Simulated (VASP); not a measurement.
# AlN (P6_3mc) in VASP: Born charges and dielectric tensor with PBE

Aim: the Born charges and dielectric tensor of AlN with PBE.

Program: VASP 6.6.1. These are calculated values, not measurements. Logs are shortened: lines on timing, memory, paths and dates and some standing lists are left out, and cuts for length are marked.

**What was measured.**

“Structural and optical properties of self-assembled AlN nanowires grown on SiO2/Si substrates by molecular beam epitaxy”, 2024, arxiv:2402.00216 quotes, for a bulk crystal of AlN at 0 K: band gap 6.0343 eV (an exciton energy, a little under the gap).

The runs below are set against these values where they give the same quantity.

## (1) Starting point

It takes space group P6_3mc (No. 186, hexagonal). Conventional cell: a = 3.129 Å, b = 3.129 Å, c = 5.016 Å, α = 90.00°, β = 90.00°, γ = 120.00°. Around Al (site symmetry 3m) lie 4 N at 1.90 to 1.91 Å. N (site symmetry 3m) has 4 Al at 1.90 to 1.91 Å as nearest neighbours.

## (2) Born charges and dielectric tensor, PBE

INCAR

```
SYSTEM = AlN
PREC     = Accurate       ! precision mode
ENCUT    = 520            ! plane-wave cutoff, eV
EDIFF    = 0.05           ! SCF threshold, eV
ISMEAR   = 0              ! smearing method
SIGMA    = 0.02           ! smearing width, eV
LREAL    = .False.        ! projectors in reciprocal space
LASPH    = .True.         ! aspherical terms in the spheres
NELM     = 100            ! most SCF steps
ALGO     = Fast           ! electronic algorithm
ISIF     = 2              ! what is computed and relaxed
LWAVE    = .False.        ! write WAVECAR
LCHARG   = .False.        ! write CHGCAR
GGA      = PE             ! functional
LEPSILON = .True.         ! dielectric tensor by DFPT
IBRION   = 8              ! ionic algorithm
NSW      = 1              ! ionic steps
KPAR     = 4
```

KPOINTS

```
Automatic mesh
0
Gamma
  12 12 6
  0 0 0
```

POSCAR

```
AlN                                     
1.0
    3.1286691624     -0.0000000000     -0.0000000000
   -1.5643345813      2.7095069727      0.0000000000
    0.0000000000      0.0000000000      5.0164641272
  Al              N             
     2     2
Direct
     0.3333333300000021    0.6666666699999979    0.9992532512933278
     0.6666666699999979    0.3333333300000021    0.4992532512933276
     0.3333333300000021    0.6666666699999979    0.3807467487066749
     0.6666666699999979    0.3333333300000021    0.8807467487066748
```

Potentials or basis: VASP PAW PBE potentials, release 64 (Al, N).

Started as:

```bash
$ cat potpaw_PBE.64/Al/POTCAR potpaw_PBE.64/N/POTCAR > POTCAR
$ mpirun -np 4 vasp_std > vasp.out
```

OUTCAR:

```text
SYSTEM = AlN
   PREC = Accurate
   ENCUT = 520
   EDIFF = 0.05
   ISMEAR = 0
   LREAL = .False.
   LASPH = .True.
   NELM = 100
   ISIF = 2
   GGA = PE
   LEPSILON = .True.
   IBRION = 8
   NSW = 1

 ion  position               nearest neighbor table
   1  0.333  0.667  0.999-   4 1.90   4 1.90   4 1.90   3 1.91   2 3.09   2 3.09   2 3.09   2 3.09
                             2 3.09   2 3.09
   2  0.667  0.333  0.499-   3 1.90   3 1.90   3 1.90   4 1.91   1 3.09   1 3.09   1 3.09   1 3.09
                             1 3.09   1 3.09
   3  0.333  0.667  0.381-   2 1.90   2 1.90   2 1.90   1 1.91
   4  0.667  0.333  0.881-   1 1.90   1 1.90   1 1.90   2 1.91

  LATTYP: Found a hexagonal cell.
 ALAT       =     3.1286691624
 C/A-ratio  =     1.6033859340

  Lattice vectors:

 A1 = (   3.1286691624,   0.0000000000,   0.0000000000)
 A2 = (  -1.5643345813,   2.7095069727,   0.0000000000)
 A3 = (   0.0000000000,   0.0000000000,   5.0164641272)

Analysis of symmetry for initial positions (statically):
=====================================================================
 Subroutine PRICEL returns:
 Original cell was already a primitive cell.

 Routine SETGRP: Setting up the symmetry group for a
 hexagonal supercell.

 Subroutine GETGRP returns: Found 12 space group operations
 (whereof  6 operations were pure point group operations)
 out of a pool of 24 trial point group operations.

The static configuration has the point symmetry C_3v.
 The point group associated with its full space group is C_6v.

Analysis of symmetry for dynamics (positions and initial velocities):
=====================================================================
 Subroutine PRICEL returns:
 Original cell was already a primitive cell.

 Routine SETGRP: Setting up the symmetry group for a
 hexagonal supercell.

 Subroutine GETGRP returns: Found 12 space group operations
 (whereof  6 operations were pure point group operations)
 out of a pool of 24 trial point group operations.

The dynamic configuration has the point symmetry C_3v.
 The point group associated with its full space group is C_6v.

 Subroutine INISYM returns: Found 12 space group operations
 (whereof  6 operations are pure point group operations),
 and found     1 'primitive' translations

----------------------------------------------------------------------------------------

                                     Primitive cell

  volume of cell :      42.5253

  direct lattice vectors                    reciprocal lattice vectors
     3.128669162  0.000000000  0.000000000     0.319624718  0.184535417  0.000000000
    -1.564334581  2.709506973  0.000000000     0.000000000  0.369070835  0.000000000
     0.000000000  0.000000000  5.016464127     0.000000000  0.000000000  0.199343596

  length of vectors
     3.128669162  3.128669161  5.016464127     0.369070834  0.369070835  0.199343596

  position of ions in fractional coordinates (direct lattice)
     0.333333330  0.666666670  0.999253251
     0.666666670  0.333333330  0.499253251
     0.333333330  0.666666670  0.380746749
     0.666666670  0.333333330  0.880746749

  ion indices of the primitive-cell ions
   primitive index   ion index
[... 558 lines left out ...]
[... ionic steps 4 to 9 ...]

--------------------------------------- Ionic step       10  -------------------------------------------

------------------------ aborting loop because EDIFF is reached ----------------------------------------

[... ionic steps 11 to 11 ...]

--------------------------------------- Ionic step       12  -------------------------------------------

 Free energy of the ion-electron system (eV)
  ---------------------------------------------------
  ---------------------------------------------------
  free energy    TOTEN  =        -0.25196554 eV

  energy without entropy =       -0.25196554

------------------------ aborting loop because EDIFF is reached ----------------------------------------

 INTERNAL STRAIN TENSOR  FOR ION    3  DIRECTION 3   (eV/Angst):
 -----------------------------------------------------------------------------
    11.10474 -0.00000 -0.00000
    -0.00000 11.10474 -0.00000
     0.00000  0.00000-24.16016

 MACROSCOPIC STATIC DIELECTRIC TENSOR (including local field effects in DFT)
 ------------------------------------------------------
           4.595491    -0.000000     0.000000
          -0.000000     4.595491     0.000000
           0.000000     0.000000     4.799082
 ------------------------------------------------------

 PIEZOELECTRIC TENSOR (including local field effects)  for field in x, y, z        (e  Angst)
          XX          YY          ZZ          XY          YZ          ZX
  --------------------------------------------------------------------------------
  x    -0.00000     0.00000    -0.00000    -0.00000    -0.00000     0.01386
  y     0.00000     0.00000     0.00000     0.00000     0.01391    -0.00000
  z    -0.08053    -0.08053     0.85429     0.00000     0.00000     0.00000

 PIEZOELECTRIC TENSOR (including local field effects)  for field in x, y, z        (C/m^2)
          XX          YY          ZZ          XY          YZ          ZX
  --------------------------------------------------------------------------------
  x    -0.00000     0.00000    -0.00000    -0.00000    -0.00000     0.00522
  y     0.00000     0.00000     0.00000     0.00000     0.00524    -0.00000
  z    -0.03034    -0.03034     0.32186     0.00000     0.00000     0.00000

 BORN EFFECTIVE CHARGES (including local field effects) (in |e|, cummulative output)
 ---------------------------------------------------------------------------------
 ion    1
    1     2.25954    -0.00000     0.00000
    2    -0.00000     2.25954     0.00000
    3    -0.00000    -0.00000     2.42300
 ion    2
    1     2.25954    -0.00000    -0.00000
    2    -0.00000     2.25954     0.00000
    3     0.00000     0.00000     2.42300
 ion    3
    1    -2.25954     0.00000     0.00000
    2     0.00000    -2.25954     0.00000
    3    -0.00000     0.00000    -2.42300
 ion    4
    1    -2.25954     0.00000     0.00000
    2     0.00000    -2.25954     0.00000
    3     0.00000    -0.00000    -2.42300

 INTERNAL STRAIN TENSOR FOR ION    4 for displacements in x,y,z  (eV/Angst):
          X           Y           Z          XY          YZ          ZX
  --------------------------------------------------------------------------------
  x    -0.00000     0.00000     0.00000    18.81628    -0.00000    11.25639
  y    18.81628   -18.81628     0.00000     0.00000    11.31149    -0.00000
  z    11.10474    11.10474   -24.16016    -0.00000     0.00000    -0.00000

 SECOND DERIVATIVES (NOT SYMMETRIZED)
 ------------------------------------
               1X          1Y          1Z          2X          2Y          2Z          3X          3Y          3Z          4X          4Y          4Z
  1X   -21.689140    0.000000    0.000000   -0.320043    0.000000    0.000000   -0.228344    0.000000    0.000000   22.237527   -0.000000    0.000000
  1Y     0.000000  -21.689140   -0.000000    0.000000   -0.320043    0.000000    0.000000   -0.228344    0.000000   -0.000000   22.237527    0.000000
  1Z     0.000000   -0.000000  -21.981729   -0.000000    0.000000    2.752052    0.000000    0.000000   11.640977    0.000000   -0.000000    7.588700
  2X    -0.320043    0.000000   -0.000000  -21.689140    0.000000   -0.000000   22.237527   -0.000000    0.000000   -0.228344    0.000000    0.000000
  2Y     0.000000   -0.320043   -0.000000    0.000000  -21.689140    0.000000   -0.000000   22.237527   -0.000000    0.000000   -0.228344   -0.000000
  2Z     0.000000   -0.000000    2.752052    0.000000    0.000000  -21.981729   -0.000000    0.000000    7.588700    0.000000    0.000000   11.640977
  3X     0.336236   -0.000000    0.000000   29.266126   -0.000000    0.000000  -32.640350    0.000000   -0.000000    3.037987   -0.000000    0.000000
  3Y    -0.000000    0.336236    0.000000   -0.000000   29.266126    0.000000    0.000000  -32.640350    0.000000   -0.000000    3.037987   -0.000000
  3Z     0.000000    0.000000   22.158910    0.000000    0.000000    4.545029    0.000000   -0.000000  -31.156342   -0.000000    0.000000    4.452403
  4X    29.266126   -0.000000   -0.000000    0.336236   -0.000000   -0.000000    3.037987   -0.000000    0.000000  -32.640350    0.000000   -0.000000
  4Y    -0.000000   29.266126    0.000000   -0.000000    0.336236   -0.000000   -0.000000    3.037987    0.000000    0.000000  -32.640350    0.000000
  4Z    -0.000000    0.000000    4.545029    0.000000    0.000000   22.158910    0.000000    0.000000    4.452403   -0.000000    0.000000  -31.156342

 Eigenvectors and eigenvalues of the dynamical matrix
 ----------------------------------------------------

   1 f  =   28.215215 THz   177.281423 2PiTHz  941.158258 cm-1   116.688700 meV
             X         Y         Z           dx          dy          dz
     -0.000000  1.806338  5.012718    -0.334089    0.008451   -0.000000
      1.564335  0.903169  2.504486     0.334089   -0.008451   -0.000000
     -0.000000  1.806338  1.910002    -0.622949    0.015758    0.000000
      1.564335  0.903169  4.418234     0.622949   -0.015758   -0.000000
[... 71 lines left out ...]
  12 f/i=    1.852122 THz    11.637228 2PiTHz   61.780154 cm-1     7.659759 meV
             X         Y         Z           dx          dy          dz
     -0.000000  1.806338  5.012718    -0.000000    0.000000   -0.602311
      1.564335  0.903169  2.504486    -0.000000    0.000000   -0.602311
     -0.000000  1.806338  1.910002    -0.000000    0.000000   -0.370435
      1.564335  0.903169  4.418234    -0.000000    0.000000   -0.370435

--------------------------------------------------------------------------------------------------------

 MACROSCOPIC STATIC DIELECTRIC TENSOR IONIC CONTRIBUTION
 ------------------------------------------------------
           1.665790    -0.000000    -0.000000
          -0.000000     1.665790    -0.000000
          -0.000000    -0.000000     2.147231
 ------------------------------------------------------

 ELASTIC MODULI CONTR FROM IONIC RELAXATION (kBar)
 Direction    XX          YY          ZZ          XY          YZ          ZX
 --------------------------------------------------------------------------------
 XX       -1152.9402    599.5154    604.6021      0.0000     -0.0000      0.0000
 YY         599.5154  -1152.9402    604.6021      0.0000      0.0000     -0.0000
 ZZ         604.6021    604.6021  -1321.0238     -0.0000     -0.0000     -0.0000
 XY           0.0000      0.0000     -0.0000   -876.2278      0.0000      0.0000
 YZ          -0.0000      0.0000     -0.0000      0.0000   -239.2010      0.0000
 ZX           0.0000     -0.0000     -0.0000      0.0000      0.0000   -245.8761
 --------------------------------------------------------------------------------

 PIEZOELECTRIC TENSOR IONIC CONTR  for field in x, y, z        (C/m^2)
          XX          YY          ZZ          XY          YZ          ZX
  --------------------------------------------------------------------------------
  x     0.00000    -0.00000    -0.00000     0.00000     0.00000    -0.60220
  y     0.00000     0.00000    -0.00000    -0.00000    -0.59397     0.00000
  z    -0.72531    -0.72531     1.58477     0.00000     0.00000     0.00000
```

It took 1.8 min on 4 MPI ranks of Intel Xeon Platinum 8259CL at 2.50GHz (Skylake/Cascade Lake), shared host; peak memory 0.58 GiB.

What came out:

```yaml
Band_gap_on_the_k_mesh: 4.06 eV, direct
Electronic_dielectric_tensor_diagonal: 4.60, 4.60, 4.80
Born_charges_mean_of_the_diagonal: Al +2.31; N -2.31 e
```

Levels at points of the mesh, in eV from the valence-band top:
```
           k point  band 5  band 6  band 7  band 8  band 9  band 10  band 11  band 12
(0.00, 0.00, 0.00)   -0.84   -0.20   -0.20    0.00    4.06     6.54    10.46    11.07
(0.50, 0.00, 0.00)   -3.28   -2.05   -1.74   -0.68    5.78     5.79     8.05    10.16
(0.00, 0.00, 0.50)   -0.53   -0.53   -0.53   -0.53    6.33     6.33    10.19    10.19
(0.50, 0.00, 0.50)   -1.43   -1.43   -1.34   -1.34    5.27     5.27     9.18     9.18
```

Electronic dielectric tensor:
```
4.60 0.00 0.00
0.00 4.60 0.00
0.00 0.00 4.80
```

Born effective charge tensors (e):
atom 1, Al
```
2.26 0.00 0.00
0.00 2.26 0.00
0.00 0.00 2.42
```
atom 2, Al
```
2.26 0.00 0.00
0.00 2.26 0.00
0.00 0.00 2.42
```
atom 3, N
```
-2.26  0.00  0.00
 0.00 -2.26  0.00
 0.00  0.00 -2.42
```
atom 4, N
```
-2.26  0.00  0.00
 0.00 -2.26  0.00
 0.00  0.00 -2.42
```

Caveat: some modes are imaginary.

## (3) Comparison with measurements

Step 2. Against the measured gap of AlN, 6.0343 eV (an exciton energy, a little under the gap; 0 K; quoted in “Structural and optical properties of self-assembled AlN nanowires grown on SiO2/Si substrates by molecular beam epitaxy”, 2024, arxiv:2402.00216), the calculated 4.06 eV is off by -1.97 eV. 2 values of this kind are on record (6.034 to 6.0343 eV); this one was drawn at random. The value is that of PBE on a finite k mesh, which can miss the band edges, without temperature or zero-point motion. Semilocal functionals fall short of measured gaps as a rule.
